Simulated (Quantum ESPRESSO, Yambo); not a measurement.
# Quasiparticle gap of BaTe (Fm-3m) in Yambo, part 3 of 3

Aim: the G0W0 gap of BaTe (Fm-3m) on PBE, step by step.

Quantum ESPRESSO 7.5 and Yambo 5.3.0; PBE and many-body steps on it, plane waves. Known limits of the many-body steps: not at the basis limit; exchange with frozen shells missing; no spin-orbit coupling.

So far. Step 3 (Bands along the symmetry lines): The gap is 1.541 eV, as in the run before at this level. Step 4 (Empty states on the mesh, 4×4×4 mesh, 80 bands): On this mesh the gap is 1.541 eV.

The database entry behind the starting cell differs from later determinations by our own check (about 0.2 % short), so it need not match the best structure at ambient conditions.

**6. Screening and self-energy, 4×4×4 mesh, 80 bands, screening to 88.4 eV**

Now the one-shot GW correction: screening in the RPA, then the self-energy of the levels asked for.

This step: G0W0 on PBE, plane waves, norm-conserving pseudopotentials.

File gw1.in:

```
HF_and_locXC
gw0
dyson
ppa
em1d
rim_cut
RandQpts= 1000000
RandGvec= 1 RL
EXXRLvcs= 68 Ry
VXCRLvcs= 272 Ry
Chimod= "HARTREE"
% BndsRnXp
 1 | 80 |
%
NGsBlkXp= 6.5 Ry
% LongDrXp
 1 | 1 | 1 |
%
% GbndRnge
 1 | 80 |
%
DysSolver= "n"
ExtendOut
PPAPntXp= 27.21138 eV
% QPkrange
 1 | 1 | 12 | 15 |
 7 | 7 | 12 | 15 |
%
```

Launch:

```bash
$ OMP_NUM_THREADS=1 mpirun -n 4 yambo -F gw1.in -J gw1 -C gw1 > gw1.log
```

Log:

```text
 Yambo, version 5.3.0

 [02] CORE Variables Setup
 =========================

  [... cell, symmetries and grids as in the set-up ...]

  [02.05] Energies & Occupations
  ==============================

  [X] === General ===
  [X] Electronic Temperature                        :  0.000000  0.000000 [eV K]
  [X] Bosonic    Temperature                        :  0.000000  0.000000 [eV K]
  [X] Finite Temperature mode                       : no
  [X] El. density                                   :  0.30503E+24 [cm-3]
  [X] Fermi Level                                   :  6.638784 [eV]

  [X] === Gaps and Widths ===
  [X] Conduction Band Min                           :  1.540848 [eV]
  [X] Valence Band Max                              :  0.000000 [eV]
  [X] Filled Bands                                  :  13
  [X] Empty Bands                                   :   14   80
  [X] Direct Gap                                    :  1.914105 [eV]
  [X] Direct Gap localized at k                     :   7
  [X] Indirect Gap                                  :  1.540848 [eV]
  [X] Indirect Gap between kpts                     :   1   7
  [X] Last valence band width                       :  1.116231 [eV]
  [X] 1st conduction band width                     :  2.662547 [eV]

 [03] Transferred momenta grid and indexing
 ==========================================

 IBZ Q-points                                      :   8
 BZ  Q-points                                      :   64

 K/Q-points units:
 rlu = crystal or reduced units; cc = cartesian coordinates; iku = interal k-units

 Q [1]          [rlu]:  0.000000  0.000000  0.000000
 Q [2]          [rlu]:  0.35015E-18  0.35015E-18  0.25000
 Q [3]          [rlu]: -0.70030E-18 -0.70030E-18 -0.50000
 Q [4]          [rlu]:  0.66993E-17  0.25000      0.25000
 Q [5]          [rlu]:  0.31564E-17  0.25000      0.50000
 Q [6]          [rlu]: -0.70030E-18  0.25000     -0.25000
 Q [7]          [rlu]: -0.13399E-16 -0.50000     -0.50000
 Q [8]          [rlu]:  0.250000 -0.500000 -0.250000

 [04] Coloumb potential Random Integration (RIM)
 ===============================================

  [04.01] RIM initialization
  ==========================

  * Diagonal components only detected *

  8 x (sBL volume)        :  0.053905 [a.u.]
  sBZ random points       :  1000000
  Points outside the sBZ  :   7968281
  RL volume               :  0.431238 [a.u.]
  Integrated volume       :  0.432955 [a.u.]

  [04.02] RIM integrals
  =====================

  Gamma point sphere radius             :  0.068521 [a.u.]
  Points outside the sphere             :   800476
  [Int_sBZ(q=0) 1/q^2]*(Vol_sBZ)^(-1/3) =:  7.776341
                                 should be <:  7.795600

  Summary of Coulomb integrals for non-metallic bands |Q|[au] RIM/Bare

  Q [1] 0.100000E-4 0.997530 * Q [2] 0.206088 1.068862
  Q [4] 0.237970 1.068048 * Q [6] 0.336541 1.029920
  Q [5] 0.394629 1.023247 * Q [3] 0.412176 1.020326
  Q [7] 0.475940 1.016898 * Q [8] 0.532117 1.014084

 [05] Dipoles
 ============

  [05.01] Setup: observables and procedures
  =========================================

 [06] Dynamic Dielectric Matrix (PPA)
 ====================================

 [WR./gw1//ndb.pp]---------------------------------------------------------------
  Brillouin Zone Q/K grids (IBZ/BZ)                :    8   64    8   64
  RL vectors                                       :   6567 [WF]
  Coulomb cutoff potential                         : none
  Electronic Temperature                           :  0.000000 [K]
  Bosonic    Temperature                           :  0.000000 [K]
  PPA    diel. fun.  energies                      : Perdew, Burke & Ernzerhof(X)+Perdew, Burke & Ernzerhof(C)
  wavefunctions                                    : Perdew, Burke & Ernzerhof(X)+Perdew, Burke & Ernzerhof(C)
  Global Gauge                                     : length
  X matrix size                                    :  169
  X band range                                     :    1   80
  X e/h energy range                               : -1.000000 -1.000000 [eV]
  X Time ordering                                  : R
  X Hxc Kernel                                     : HARTREE
  X Drude frequency                                :  0.000000  0.000000
  X poles                                          :  100.0000 [o/o]
  RL vectors in the sum                            :   6567
  [r,Vnl] included                                 : yes
  Field direction                                  :  0.577350E-5  0.577350E-5  0.577350E-5
  BZ energy Double Grid                            : no
  BZ energy DbGd points                            : 0
  BZ Q point size factor                           : -1.000000
  X Optical Averaged directions                    : none

 [07] Local Exchange-Correlation + Non-Local Fock
 ================================================

 [VXC] Plane waves :   43655
 [EXS] Plane waves :   5601

 QP @ state[ 1 ] K range:  1  1
 QP @ state[ 1 ] b range:  12  15
 QP @ state[ 2 ] K range:   7   7
 QP @ state[ 2 ] b range:  12  15

 [xc] Functional : Perdew, Burke & Ernzerhof(X)+Perdew, Burke & Ernzerhof(C)
 [xc] LIBXC used to calculate xc functional
  PP Number of Atomic Species                      :  2
  NLCC RL compoments                               :   43655
  PP Number of Atomic Species                      :  2
  NLCC RL compoments                               :   43655

 [xc] E_xc :  -13.64555 [Ha]
      E_xc :  -27.29110 [Ry]

  Local XC kind (lXC) : Perdew, Burke & Ernzerhof(X)+Perdew, Burke & Ernzerhof(C)
  Non-Local XC kind (nlXC) : Hartree-Fock

  Corrections @ K [1] :  [eV]
 <12|nlXC|12> = -14.53999 -0.61942E-17 <12|lXC|12> = -11.59414  0.37763E-15
 <13|nlXC|13> = -14.53998  0.78942E-19 <13|lXC|13> = -11.59414  0.18882E-15
 <14|nlXC|14> = -4.642316  0.13442E-18 <14|lXC|14> = -8.246379 -0.37763E-15
 <15|nlXC|15> = -4.324390 -0.54911E-18 <15|lXC|15> = -8.526984 -0.28323E-15

  Corrections @ K [7] :  [eV]
 <12|nlXC|12> = -14.37576 -0.55387E-17 <12|lXC|12> = -11.31373  0.94408E-16
 <13|nlXC|13> = -14.37564  0.85693E-17 <13|lXC|13> = -11.31374  0.23602E-16
 <14|nlXC|14> = -4.097375 -0.94017E-18 <14|lXC|14> = -7.659966  0.47204E-16
 <15|nlXC|15> = -5.801444  0.16543E-17 <15|lXC|15> = -10.46208 -0.94408E-16

 [08] Dyson equation: Newton solver
 ==================================

  [08.01] G0W0 (W PPA)
  ====================

  [  GW  ] Bands range     :    1   80
  [GW/PPA] G damping       :  0.100000 [eV]

  QP @ state[ 1 ] K range:  1  1
  QP @ state[ 1 ] b range:  12  15
  QP @ state[ 2 ] K range:   7   7
  QP @ state[ 2 ] b range:  12  15

   Sc/G bands                                       :    1   80
   Sc/G damping                                     :  0.100000 ev
   Sc bands terminator                              : no
   Sx RL components                                 :   5601

   QP @ state[ 1 ] K range                          :  1  1
   QP @ state[ 1 ] b range                          :  12  15
   QP @ state[ 2 ] K range                          :   7   7
   QP @ state[ 2 ] b range                          :  12  15
   GF energies kind                                 : Perdew, Burke & Ernzerhof(X)+Perdew, Burke & Ernzerhof(C)
   GF WF`s kind                                     : Perdew, Burke & Ernzerhof(X)+Perdew, Burke & Ernzerhof(C)
   Xs energies kind                                 : Perdew, Burke & Ernzerhof(X)+Perdew, Burke & Ernzerhof(C)
   Xs WF`s kind                                     : Perdew, Burke & Ernzerhof(X)+Perdew, Burke & Ernzerhof(C)

 [11] Game Over & Game summary
```

It took 65 s on 4 MPI ranks of Arm Neoverse V1, shared host; peak memory 1.8 GiB; 4.3 min of CPU time.

Numbers from this step:

| Quantity | Value |
| --- | --- |
| G0W0 gap on the points computed | 2.909 eV |
| starting gap on the mesh | 1.541 eV |
| k of the valence top | 0, 0, 0 |
| k of the conduction bottom | 0, -0.5, -0.5 |
| least direct G0W0 gap on the computed points | 3.293 eV |
| Z at the valence top | 0.8008 |
| Z at the conduction bottom | 0.8224 |

The gap on the mesh goes from 1.54 eV to 2.91 eV, a correction of +1.37 eV.

Limits: finite bands, cutoff and mesh; exchange with frozen shells missing; no spin-orbit coupling. v1 is the top filled band, c1 the lowest empty one. Levels before and after the correction, in eV, zero at the valence-band top of each column:

```
           conduction bottom  valence top
Kohn-Sham               1.54         0.00
     G0W0               2.91         0.00
```

```
                         level  energy (eV)
Kohn-Sham              Γ v2-v1        0.000
Kohn-Sham                 Γ c1        2.952
Kohn-Sham                 Γ c2        2.958
Kohn-Sham  (0 -0.5 -0.5) v2-v1       -0.373
Kohn-Sham     (0 -0.5 -0.5) c1        1.541
Kohn-Sham     (0 -0.5 -0.5) c2        4.478
     G0W0              Γ v2-v1        0.000
     G0W0                 Γ c1        4.246
     G0W0                 Γ c2        4.554
     G0W0  (0 -0.5 -0.5) v2-v1       -0.384
     G0W0     (0 -0.5 -0.5) c1        2.909
     G0W0     (0 -0.5 -0.5) c2        6.422
```

**7. Where the time went**

Times are wall times on the hardware named with each run, good to a factor of about two.

```
                          step   time  share  memory (GiB)
                  ground state  9.4 s   10 %          0.31
bands along the symmetry lines  7.4 s    8 %          0.26
      empty states on the mesh  8.7 s    9 %          0.37
         conversion and set-up    3 s    3 %          0.26
     screening and self-energy   65 s   70 %           1.8
```

**8. Summary of results**

```
PBE gap              : 1.54 eV, indirect
G0W0 gap on the mesh : 2.91 eV
GW settings          : 4×4×4 mesh, 80 bands, screening to 88.4 eV, Godby-Needs plasmon pole
known limits         : not at the basis limit; exchange with frozen shells missing; no spin-orbit coupling
```

**Reading.** G0W0 moves the gap on the mesh from 1.54 eV to 2.91 eV (+1.37 eV), with Z of 0.80 and 0.82 at the edges. Only 2 of the mesh's irreducible points were corrected, so a valley elsewhere could overtake. The dearest step here is «screening and self-energy». Bands and cutoff are finite, so the gap is not at the basis limit. The miss can reach some tenths of an eV and take either sign; the mesh is an error of its own. In the G0W0 run levels were corrected at 2 k points alone, so a gap called «on the mesh» is the least over those, and an edge elsewhere would be missed. The norm-conserving file of at least one element keeps a d shell over frozen s and p shells of the same row. Exchange with those shells is missing from the self-energy, an error of 0.3 to 0.9 eV in cases checked, whose sign depends on which edge lies on those atoms. The many-body steps are scalar-relativistic: spin-orbit coupling is not in them.

[Paths, hosts, dates, memory and timing lines, banners, echoed tables and standing remarks are left out of the program output.]

[Logs are printed without paths, hosts, clocks, repeated set-up lines and the standing remarks that a program may print on its own settings, such as how far it seeks lower states.]

[Runs of the session that timed out or met a known fault of the program may be left out.]

[Hosts, paths, dates, database ids (printed as entryN), source tags and the programs' standing remarks are cut or masked in the printed files.]
